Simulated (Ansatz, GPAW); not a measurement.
# Ballistic transport through benzoquinonedithiol between two Ir chains, from relaxation to T(E), part 4 of 4

Wanted: T(E) of benzoquinonedithiol between two Ir chains at a relaxed geometry in two programs, beside the unrelaxed structure.

GPAW 26.7.0 and Ansatz 0.2.0; Ansatz plane waves; relaxation of the junction with the lead ends held; PAW set soft_1 (the session's first sound run).

So far, transmission at the Fermi level (one spin): step 3 (plane-wave reference (PBE)) 0.196; step 5 (GPAW, szp: basis = "szp(dzp)", PBE, GPAW) 0.0432; step 6 (GPAW, sz: basis = "sz(dzp)", PBE, GPAW) 0.0812; step 7 (RPBE in the dzp basis: xc = "RPBE") 0.170; step 8 (without the relaxation: geometry = "as built", PBE, GPAW) 0.406.

## Step 10: Comparison

The curves are compared point by point over the common energies.

This step: comparison of transmission and cost over codes, levels and geometry; PAW set soft_1 (GPAW 26.7.0).

Ladder, by row:

```csv
step,code,T at the Fermi level (sum over the listed spins),conductance (G0),r.m.s. T(E) from the first,wall time (s),peak memory (GiB),threads
pw-pbe,Ansatz,0.1956,0.2002,0,6287,6.834,4
dzp,GPAW,0.1729,0.1706,0.07698,500.5,2.65,1
szp,GPAW,0.04317,0.05267,0.2086,338.8,2.55,1
sz,GPAW,0.08118,0.07828,0.3124,265.7,2.46,1
dzp-RPBE,GPAW,0.1702,0.1693,0.076,522.7,2.65,1
asbuilt,GPAW,0.4058,0.3745,0.3572,415.9,2.65,1
```

Table of transmission, zone mean, sum over the listed spins by energy, zero at the Fermi level:

```
energy (eV)   pw-pbe      dzp      szp       sz  dzp-RPBE  asbuilt
     -2.000    0.440    0.447    0.466    0.441     0.436   0.0354
     -1.900    0.684    0.678    0.626    0.442     0.669   0.0501
     -1.800    0.896    0.851    0.701    0.380     0.843   0.0823
     -1.725     1.01    0.907    0.677    0.313     0.896    0.138
     -1.700     1.03    0.904    0.653    0.289     0.893    0.169
     -1.675     1.03    0.886    0.620    0.264     0.874    0.210
     -1.600    0.816    0.728    0.483    0.185     0.717    0.417
     -1.500    0.471    0.402    0.246   0.0818     0.391    0.855
     -1.400    0.660    0.361    0.140   0.0640     0.369     1.03
     -1.300    0.825    0.798    0.851    0.468     0.827    0.617
     -1.225     1.03     1.03     1.02    0.948      1.05    0.546
     -1.200    0.972     1.01    0.909    1.000     0.994    0.531
     -1.100    0.507    0.572    0.420    0.421     0.546    0.575
     -1.000    0.295    0.342    0.239    0.194     0.331    0.735
     -0.900    0.402    0.332    0.221    0.148     0.327    0.819
     -0.800    0.569    0.441    0.297    0.167     0.443     1.20
     -0.700    0.797    0.660    0.491    0.256     0.666    0.974
     -0.600    0.889    0.850    0.736    0.455     0.850    0.567
     -0.500    0.735    0.828    0.754    0.670     0.814    0.392
     -0.400    0.405    0.534    0.448    0.627     0.510    0.312
     -0.300    0.240    0.256    0.180    0.323     0.245    0.259
     -0.200    0.262    0.189    0.107    0.130     0.184    0.276
     -0.100    0.328    0.250    0.109   0.0626     0.246    0.380
      0.000    0.196    0.173   0.0432   0.0812     0.170    0.406
      0.100    0.104   0.0936   0.0540   0.0861    0.0916   0.0539
      0.200   0.0383   0.0307   0.0639    0.190    0.0304   0.0194
      0.300   0.0253   0.0394    0.198    0.369    0.0335   0.0161
      0.400   0.0647   0.0517    0.124    0.193    0.0483   0.0163
      0.500   0.0441   0.0262   0.0520   0.0819    0.0252   0.0184
      0.600   0.0262   0.0156   0.0307   0.0528    0.0150   0.0225
      0.700   0.0196   0.0126   0.0270   0.0564    0.0119   0.0300
      0.800   0.0194   0.0138   0.0358    0.123    0.0126   0.0444
      0.900   0.0271   0.0213   0.0857    0.987    0.0188   0.0751
      1.000   0.0644   0.0575    0.827   0.0783    0.0462    0.153
      1.025   0.0932   0.0869    0.879   0.0489    0.0667    0.190
      1.100    0.635    0.741    0.102   0.0174     0.457    0.398
      1.125    0.988    0.877   0.0627   0.0134     0.973    0.522
      1.200    0.106   0.0832   0.0223  0.00708     0.110    0.978
      1.300   0.0209   0.0182  0.00962  0.00383    0.0204    0.612
      1.400  0.00860  0.00790  0.00564  0.00244   0.00840    0.258
      1.500  0.00487  0.00457  0.00392  0.00173   0.00473    0.136
      1.600  0.00328  0.00304  0.00297  0.00129   0.00309   0.0848
      1.700  0.00243  0.00210  0.00231   9.6e-4   0.00212   0.0576
      1.800  0.00184  0.00132  0.00167   6.4e-4   0.00132   0.0380
      1.900  0.00133   4.7e-4   8.5e-4   2.0e-4    4.5e-4   0.0141
      2.000   7.9e-4   1.6e-4   1.9e-4   6.4e-6    1.6e-4   4.8e-5
```

## Step 11: Mixing 0.25, k-points along the lead 2

Mixing changes the road to self-consistency, not its end. The mixing history changes the road to self-consistency, not its end. The lead's own mesh along the current sets its density and potential; where the lead is aligned to the junction's end layer, a rigid shift drops out. The Hamiltonian is taken from the last density. The density threshold is one of the tests that end the cycle; the energy must settle too, so a loose value may not be the test that decides.

This step: GPAW LCAO, PAW setups; Landauer transmission from Green's functions with principal layers (ASE), zero bias (GPAW 26.7.0).

run.py reads:

```python
import json
import numpy as np
from ase import Atoms
from ase.transport.calculators import TransportCalculator
from gpaw import GPAW, FermiDirac
from gpaw.lcao.tools import get_lcao_hamiltonian
from scipy.linalg import eigh

# The junction with lead layers at both ends, along the third cell vector
device = Atoms(
    ['Ir', 'Ir', 'Ir', 'Ir', 'Ir', 'Ir', 'Ir', 'Ir', 'S', 'H', 'C', 'C', 'C', 'O', 'O', 'C', 'C', 'C', 'H', 'S', 'Ir', 'Ir', 'Ir', 'Ir', 'Ir', 'Ir', 'Ir', 'Ir'],
    positions=[
        [5.91560, 4.50000, 1.15000],
        [5.91560, 4.50000, 3.45000],
        [5.91560, 4.50000, 5.75000],
        [5.91560, 4.50000, 8.05000],
        [5.91560, 4.50000, 10.35000],
        [5.91560, 4.50000, 12.65000],
        [4.88874, 4.51082, 14.74017],
        [5.78912, 4.50129, 16.84713],
        [4.81372, 4.50657, 18.84573],
        [7.68702, 4.51625, 20.17871],
        [5.55889, 4.50594, 20.49837],
        [6.86116, 4.51160, 20.89108],
        [4.51208, 4.50068, 21.60387],
        [3.31114, 4.49563, 21.36297],
        [8.51888, 4.51884, 22.55530],
        [7.31793, 4.51280, 22.31451],
        [4.96888, 4.50092, 23.02735],
        [6.27115, 4.50640, 23.42010],
        [4.14308, 4.49588, 23.73977],
        [7.01593, 4.50657, 25.07292],
        [6.04109, 4.50319, 27.07202],
        [6.94222, 4.50843, 29.17862],
        [5.91560, 4.50000, 31.26892],
        [5.91560, 4.50000, 33.56892],
        [5.91560, 4.50000, 35.86892],
        [5.91560, 4.50000, 38.16892],
        [5.91560, 4.50000, 40.46892],
        [5.91560, 4.50000, 42.76892]],
    cell=[[11.83121, 0.0, 0.0], [0.0, 9.0, 0.0], [0.0, 0.0, 43.91892]],
    pbc=True)

# One principal layer of the lead: the first 5 atoms of the device
lead = Atoms(
    ['Ir', 'Ir', 'Ir', 'Ir', 'Ir'],
    positions=[
        [5.91560, 4.50000, 1.15000],
        [5.91560, 4.50000, 3.45000],
        [5.91560, 4.50000, 5.75000],
        [5.91560, 4.50000, 8.05000],
        [5.91560, 4.50000, 10.35000]],
    cell=[[11.83121, 0.0, 0.0], [0.0, 9.0, 0.0], [0.0, 0.0, 11.5]],
    pbc=True)

settings = dict(mode='lcao', basis='dzp', xc='PBE', h=0.18,
                occupations=FermiDirac(0.1), maxiter=250,
                mixer=dict(beta=0.25, nmaxold=3, weight=100.0),
                convergence=dict(density=1e-06))
energies = np.arange(-2, 2 + 1e-9, 0.025)
eta = 0.0001
n1, n2 = 1, 1
# k and -k transmit alike, so half of the mesh across the current serves
mesh = [(i, j) for i in range(n1) for j in range(n2) if (i, j) <= (-i % n1, -j % n2)]
weights = np.array([1 if (i, j) == (-i % n1, -j % n2) else 2 for i, j in mesh]) / (n1 * n2)

# [... helper functions left out ...]
fermi_lead = ground_state(lead, (1, 1, 2), 'lead.txt')
fermi_device = ground_state(device, (1, 1, 2), 'device.txt')
# [... loop over the mesh left out, but for ...]
        # Shift the lead onto the potential of the device's first layer
        shift = ((H[:, 0, 0] - H0[:, 0, 0]) / S0[0, 0]).real.mean()
# [...]
kT = 8.617333e-5 * 300
bias = [0.1, 0.2, 0.5, 1.0, 1.5, 2.0]
# [... integrals and printing left out ...]
```

The run is started by

```sh
OMP_NUM_THREADS=1 OPENBLAS_NUM_THREADS=1 python run.py
```

Log:

```text
gpaw.KohnShamConvergenceError
```

Wall time 31 min (1 thread of Arm Neoverse V1, shared host); peak memory 2.3 GiB.

The run stopped without converging, so none of its numbers is a property of the system.

## Step 12: Results

```
conductance                                        : 0.171 G₀
transmission at the Fermi level, mean of the spins : 0.173
```

**Reading.** In the dzp basis the junction conducts 0.171 G₀ at 300 K, with T = 0.173 a spin at the Fermi level; no smaller basis tried comes within 10 % of that conductance. Relaxation moved atoms by up to 1.0 Å and took the conductance from 0.374 to 0.171 G₀, as a ratio about as much as the step from dzp to the minimal basis. Plane waves (PBE) give T = 0.196 there. At the Fermi level two eigenchannels carry the current (0.12 and 0.049). Measured against the first run (pw-pbe), the nearest curve is that of dzp-RPBE (r.m.s. 0.076) and the farthest that of asbuilt (0.36). Over the compared runs wall time goes from 266 s (sz) to 6287 s (pw-pbe), on a shared host; the plane-wave run used 4 threads and the orbital runs 1. The leads kept an estimated spacing and the cell its length, so the junction may be under some tension or compression. The run had no spin polarisation, so a magnetic state, which chains and small molecules with open shells often have, wasn't tested. Spin-orbit coupling is left out, which matters for the heavy atoms here. Semilocal functionals put molecular levels too near the Fermi level, so such conductances usually come out too high, and chain electrodes have a sharper density of states than real ones. Energies count from the junction cell's Fermi level; in the run with T = 0.173 there, the aligned lead's own level lies at -0.0097 eV, where T interpolates to 0.189; the finite cell leaves the answer open by at least that much. An evenly spaced straight chain is an idealisation: free chains tend to dimerise, zigzag or, where a band edge lies near the Fermi level, turn magnetic. The currents use the zero-bias T(E) throughout, which holds only while the bias is small against the distance to the nearest feature. The thermopower isn't quoted: it samples T(E) farther from the Fermi level than the conductance does, and the energy grid wasn't tested for it.

[Logs are printed without paths, hosts, clocks, repeated set-up lines and the standing remarks that a program may print on its own settings, such as how far it seeks lower states.]

[Hosts, paths, dates, database ids (printed as entryN), source tags and the programs' standing remarks are cut or masked in the printed files.]
